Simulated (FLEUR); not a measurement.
# Pb (P6_3/mmc) in FLEUR: further runs

Runs on Pb. Level: PBEsol. Tasks: single point.

Everything below comes from runs of FLEUR MaX-R8.1 (later development tree). Logs are shortened: lines on timing, memory, paths and dates and some standing lists are left out, and cuts for length are marked.

## 1. The undisturbed crystal

It takes space group P6_3/mmc (No. 194, hexagonal). The conventional cell has a = 3.480 Å, b = 3.480 Å, c = 5.590 Å, α = 90.00°, β = 90.00°, γ = 120.00°. Pb (site symmetry -6m2) has 12 Pb at 3.44 to 3.48 Å as nearest neighbours.

This isn't the form of Pb at room conditions, which is fcc.

## 2. Single point, PBEsol, 28.14 Å³/atom (strain component 3 = -0.04)

inp.xml

```xml
<?xml version="1.0" encoding="UTF-8" standalone="no"?>
<fleurInput fleurInputVersion="0.39">
   <comment>
      Pb                                                                                                  
   </comment>
   <calculationSetup>
      <cutoffs Kmax="4.1" Gmax="12.7" GmaxXC="12.7" numbands="0"/>
      <scfLoop itmax="60" minDistance="0.00001" maxIterBroyd="15" imix="Anderson" alpha="0.05" precondParam="0.0" spinf="2.0" sdNocoIR="T"/>
      <coreElectrons ctail="T" frcor="F" kcrel="0" coretail_lmax="0"/>
      <xcFunctional name="PBEs" relativisticCorrections="F"/>
      <magnetism jspins="1"/>
      <soc l_soc="F" theta="0.0" phi="0.0" spav="F"/>
      <expertModes spex="0" secvar="F"/>
      <geometryOptimization l_f="T" forcealpha="1.0" forcemix="BFGS" epsdisp="0.0005" epsforce="0.0002"/>
      <ldaU l_linMix="F" mixParam="0.05" spinf="1.0"/>
   </calculationSetup>
   <cell>
      <bzIntegration valenceElectrons="40.0" mode="hist" fermiSmearingEnergy="0.00183747">
         <kPointListSelection listName="default-1"/>
         <!-- k-points included here -->
         <xi:include xmlns:xi="http://www.w3.org/2001/XInclude" href="kpts.xml"> </xi:include>
      </bzIntegration>
      <!-- symmetry operations included here -->
      <xi:include xmlns:xi="http://www.w3.org/2001/XInclude" href="sym.xml"> </xi:include>
      <bulkLattice scale="1.0">
         <bravaisMatrix>
            <row-1>    6.5762469136079993     0.0000000000000000     0.0000000000000000</row-1>
            <row-2>   -3.2881234568039996     5.6951968888005178     0.0000000000000000</row-2>
            <row-3>    0.0000000000000000     0.0000000000000000    10.1410262750534379</row-3>
         </bravaisMatrix>
      </bulkLattice>
   </cell>
   <atomSpecies>
      <species name="Lead (Pb)" element="Pb" atomicNumber="82">
         <mtSphere radius="2.66" gridPoints="879" logIncrement="0.015"/>
         <atomicCutoffs lmax="10" lnonsphr="10"/>
         <electronConfig flipSpins="F">
            <coreConfig>(1s1/2) (2s1/2) (2p1/2) (2p3/2) (3s1/2) (3p1/2) (3p3/2) (4s1/2) (3d3/2) (3d5/2) (4p1/2) (4p3/2) (4d3/2) (4d5/2) (4f5/2) (4f7/2) (5s1/2)</coreConfig>
            <valenceConfig>(5p1/2) (5p3/2) (6s1/2) (5d3/2) (5d5/2) (6p1/2) (6p3/2)</valenceConfig>
            <stateOccupation state="(6p1/2)" spinUp="0.333333" spinDown="0.333333"/>
            <stateOccupation state="(6p3/2)" spinUp="0.666667" spinDown="0.666667"/>
         </electronConfig>
         <energyParameters s="6" p="6" d="5" f="5"/>
         <lo type="SCLO" l="1" n="5" eDeriv="0"/>
         <lo type="SCLO" l="1" n="5" eDeriv="1"/>
         <lo type="SCLO" l="0" n="6" eDeriv="2"/>
         <lo type="SCLO" l="2" n="5" eDeriv="2"/>
         <lo type="SCLO" l="3" n="5" eDeriv="2"/>
      </species>
   </atomSpecies>
   <atomGroups>
      <atomGroup species="Lead (Pb)">
         <relPos label="                   1">-1.000/3.000 1.000/3.000 -1.000/4.000</relPos>
         <relPos label="                   2">1.000/3.000 -1.000/3.000 1.000/4.000</relPos>
         <force calculate="T" relaxXYZ="TTT"/>
      </atomGroup>
   </atomGroups>
   <output dos="F" band="F" slice="F">
      <checks vchk="F" cdinf="F"/>
      <bandDOS minEnergy="-.5*Htr" maxEnergy="0.5*Htr" sigma="0.015" storeEVData="T"/>
      <vacuumDOS vacdos="F" integ="F" star="F" nstars="0" locx1="0.0" locy1="0.0" locx2="0.0" locy2="0.0" nstm="0" tworkf="0.0"/>
      <unfoldingBand unfoldBand="F" supercellX="1" supercellY="1" supercellZ="1"/>
      <plotting iplot="0" polar="F">
         <plot TwoD="T" vec1="  1.0  0.0  0.0" vec2="  0.0  1.0  0.0" vec3="  0.0  0.0  1.0" zero="  0.0  0.0  0.0" file="plot"/>
      </plotting>
      <chargeDensitySlicing numkpt="0" minEigenval="0.0" maxEigenval="0.0" nnne="0" pallst="F"/>
      <specialOutput eonly="F"/>
      <moessbauerParams electricFieldGradient="T" isomerShift="T" coreHyperfine="T" valenceHyperfine="T"/>
      <magneticCircularDichroism mcd="F" energyLo="-10.0" energyUp="0.0"/>
   </output>
  <!-- We include the file relax.xml here to enable relaxations (see documentation) -->
  <xi:include xmlns:xi="http://www.w3.org/2001/XInclude" href="relax.xml"> <xi:fallback/> </xi:include>
</fleurInput>
```

crystal.txt

```
Pb
&input cartesian=F /
3.4800000000  0.0000000000  0.0000000000
-1.7400000000  3.0137684052  0.0000000000
0.0000000000  0.0000000000  5.3664000000
1.8897261246
1.0 1.0 1.0

2
82 0.6666666666  0.3333333332  0.7500000000
82 0.3333333332  0.6666666666  0.2500000000

&kpt div1=7 div2=7 div3=4 gamma=T /
```

Potentials or basis: all-electron, FLAPW.

Started as:

```
> inpgen -f crystal.txt -profile fastHighL
> # inp.xml edited to the form shown
> fleur_MPI
```

What it wrote:

```text
Welcome to FLEUR        (www.flapw.de)
      MaX-Release 8.1          (www.max-centre.eu)

 ========== k-point set info ==========
 Selected k-point list: default-1
 k-point list type: mesh
 7 x 7 x 4
 Number of k points: 24

 ------------Calculation Setup---------------------------
 Number of MPI-tasks      :            1
 Number of PE/node        :            1
 Number of OMP-threads    :            1
 Most efficient MPI parallelization for:
           1           2           3           4           6           8          12          24
 Additional eigenvalue parallelization possible
 Number of basis functions:          540
 Approximate size of matrices (H+S) per k-point:         0.004 GB
 --------------------------------------------------------
 Iteration:     1   Distance:      11.43062839 me/bohr^3
 Iteration:     2   Distance:      10.75255625 me/bohr^3
 Iteration:     3   Distance:       3.47376897 me/bohr^3
 Iteration:     4   Distance:       0.26788667 me/bohr^3
 Iteration:     5   Distance:       0.27159863 me/bohr^3
 Iteration:     6   Distance:       0.05019925 me/bohr^3
 Iteration:     7   Distance:       0.00342039 me/bohr^3
 Iteration:     8   Distance:       0.00280440 me/bohr^3
 Iteration:     9   Distance:       0.00022607 me/bohr^3
 Iteration:    10   Distance:       0.00006402 me/bohr^3
 Iteration:    11   Distance:       0.00003551 me/bohr^3
 Iteration:    12   Distance:       0.00000260 me/bohr^3

 ********************************************************************
 Run finished successfully
 Stop message:
   Structural relaxation: Done
 ********************************************************************
```

out.xml (last iteration):

```text
<iteration numberForCurrentRun="   13" overallNumber="   13">
         <energyParameters units="Htr">
            <atomicEP atomType="1" spin="1" branch="6s" branchLowest="-4.81" branchHighest="0.63" value="-0.0066125950"/>
            <atomicEP atomType="1" spin="1" branch="6p" branchLowest="-2.66" branchHighest="1.46" value="0.2706830701"/>
            <atomicEP atomType="1" spin="1" branch="5d" branchLowest="-14.25" branchHighest="-0.23" value="-0.2641442724"/>
            <atomicEP atomType="1" spin="1" branch="5f" branchLowest="-4.40" branchHighest="1.92" value="0.6078352854"/>
            <loAtomicEP atomType="1" spin="1" branch="5p" branchLowest="-23.18" branchHighest="-2.66" value="-2.7325381318"/>
            <loAtomicEP atomType="1" spin="1" branch="5p" branchLowest="-23.18" branchHighest="-2.66" value="-2.7325381318"/>
            <loAtomicEP atomType="1" spin="1" branch="6s" branchLowest="-4.81" branchHighest="0.63" value="-0.0066125950"/>
            <loAtomicEP atomType="1" spin="1" branch="5d" branchLowest="-14.25" branchHighest="-0.23" value="-0.2957016505"/>
            <loAtomicEP atomType="1" spin="1" branch="5f" branchLowest="-4.40" branchHighest="1.92" value="0.6078228672"/>
         </energyParameters>
         <eigenvalues>
            <eigenvaluesAt spin="1" ikpt="1" k_x="0.00000000" k_y="0.00000000" k_z="0.00000000">
                      -2.6673647680       -2.6673647680       -2.6673162527       -2.6673162527       -2.6671538205
                      -2.6669210268       -0.3062606407       -0.3030145207       -0.3030145207       -0.3026829319
                      -0.3017978687       -0.3017978687       -0.3016747703       -0.3016747703       -0.2919812093
                      -0.2919812093       -0.1291918993        0.0417266406        0.1602295996        0.5181178742
                       0.5181178742        0.5968047177        0.5968047177        0.6360438513        0.6462371480
                       0.6636059504        0.7481480911        0.7820736302        0.7820736303        0.8080047994
                       0.8096570413
            </eigenvaluesAt>
            <eigenvaluesAt spin="1" ikpt="2" k_x="0.00000000" k_y="0.00000000" k_z="0.25000000">
                      -2.6673576608       -2.6673576608       -2.6673234384       -2.6673234384       -2.6671197626
                      -2.6669552832       -0.3055212027       -0.3045114532       -0.3045114532       -0.3029455980
                      -0.3027596945       -0.3027596945       -0.2985801422       -0.2985801422       -0.2926162181
                      -0.2926162181       -0.1161431848       -0.0127245821        0.2410978511        0.5286910151
                       0.5286910151        0.5455867941        0.5852558739        0.5852558739        0.6407643695
                       0.6516383085        0.7157722015        0.7504782543        0.7560455564        0.7560455564
                       0.7763665491
[... 4 lines left out ...]
                      -0.3039961263       -0.3039961263       -0.2949006254       -0.2949006254       -0.2949006254
                      -0.2949006254       -0.0765935538       -0.0765935538        0.3830407258        0.3830407258
                       0.5561158735        0.5561158735        0.5561158735        0.5561158735        0.6524964063
[... 42 lines left out ...]
         <allElectronCharges>
            <spinDependentCharge spin="1" total="164.0000000" interstitial="3.8681447" mtSpheres="160.1318553"/>
            <totalCharge value="164.0000000023"/>
         </allElectronCharges>
         <moessbauerParams unitsHFF="kG" unitsIS="e/bohr^3" unitsEFG="Htr/bohr^2">
            <coreIsomerShift atomType="1" isTotal="2987072.96670">
               <shell n="1" l="0" isomerShift="2453506.64747"/>
               <shell n="2" l="0" isomerShift="378633.68896"/>
               <shell n="2" l="1" isomerShift="30061.11740"/>
               <shell n="3" l="0" isomerShift="87542.02565"/>
               <shell n="3" l="1" isomerShift="7805.66826"/>
               <shell n="4" l="0" isomerShift="22664.83405"/>
               <shell n="3" l="2" isomerShift="0.00327"/>
               <shell n="4" l="1" isomerShift="1996.87473"/>
               <shell n="4" l="2" isomerShift="0.00091"/>
               <shell n="4" l="3" isomerShift="0.00000"/>
               <shell n="5" l="0" isomerShift="4862.10601"/>
            </coreIsomerShift>
            <isomerShift atomType="1" nucleusRadius="0.0001398" averageDensity="2987626.16441"/>
            <electricFieldGradient atomType="1" VXX="0.40356" VYY="0.40356" VZZ="-0.80712" asymParam="0.00000">
            </electricFieldGradient>
         </moessbauerParams>
         <totalEnergy                                    value="   -41845.3349628754" units="Htr">
            <sumOfEigenvalues                            value="   -25868.6099230967">
               <coreElectrons value="-25831.6383833300"/>
               <valenceElectrons value="-36.9715397667"/>
            </sumOfEigenvalues>
            <densityCoulombPotentialIntegral value="-73569.7424308323"/>
            <densityEffectivePotentialIntegral value="-74583.2753594158"/>
            <chargeDenXCDenIntegral value="-769.3368186842"/>
            <FockExchangeEnergyValence value="0.0000000000"/>
            <FockExchangeEnergyCore value="0.0000000000"/>
            <atomTypeDependentContributions atomType="1">
               <electronNucleiInteractionDifferentMTs value="52923.3329612517"/>
               <MadelungTerm value="-82.4594038424"/>
            </atomTypeDependentContributions>
            <tkbTimesEntropy value="0.0003075618"/>
            <freeEnergy value="-41845.3352704372"/>
            <extrapolationTo0K value="-41845.3351166563"/>
         </totalEnergy>
         <totalForcesOnRepresentativeAtoms units="Htr/bohr">
            <forceTotal atomType="1" x="-3.288123" y="1.898399" z="-2.535257" F_x="0.00000000" F_y="0.00000000" F_z="0.00000000"/>
         </totalForcesOnRepresentativeAtoms>
      </iteration>
```

Wall time 35 s (1 thread of Arm Neoverse V2, shared host); peak memory 0.07 GiB.

Results:

- Free energy: -1138669.5806 eV
- Band gap on the k mesh: none (metal or under the smearing width)
- Valence electrons inside the program's atomic spheres: Pb 18.07 (radii Pb 2.66 bohr)

## 3. Single point, PBEsol, 28.73 Å³/atom (strain component 3 = -0.02)

Changes to inp.xml since step 2:

```diff
@@ -28,3 +28,3 @@
             <row-2>   -3.2881234568039996     5.6951968888005178     0.0000000000000000</row-2>
-            <row-3>    0.0000000000000000     0.0000000000000000    10.1410262750534379</row-3>
+            <row-3>    0.0000000000000000     0.0000000000000000    10.3522976557837190</row-3>
          </bravaisMatrix>
```

Changes to crystal.txt since step 2:

```diff
@@ -4,3 +4,3 @@
 -1.7400000000  3.0137684052  0.0000000000
-0.0000000000  0.0000000000  5.3664000000
+0.0000000000  0.0000000000  5.4782000000
 1.8897261246
```

Potentials or basis: all-electron, FLAPW.

Started as:

```
> inpgen -f crystal.txt -profile fastHighL
> # inp.xml edited to the form shown
> fleur_MPI
```

It took 36 s on 1 thread of Arm Neoverse V2, shared host; peak memory 0.07 GiB.

The run converged. Its results:

| Item | Value |
| --- | --- |
| Free energy | -1138669.6071 eV |
| Band gap on the k mesh | none (metal or under the smearing width) |
| Valence electrons inside the program's atomic spheres | Pb 18.05 (radii Pb 2.66 bohr) |
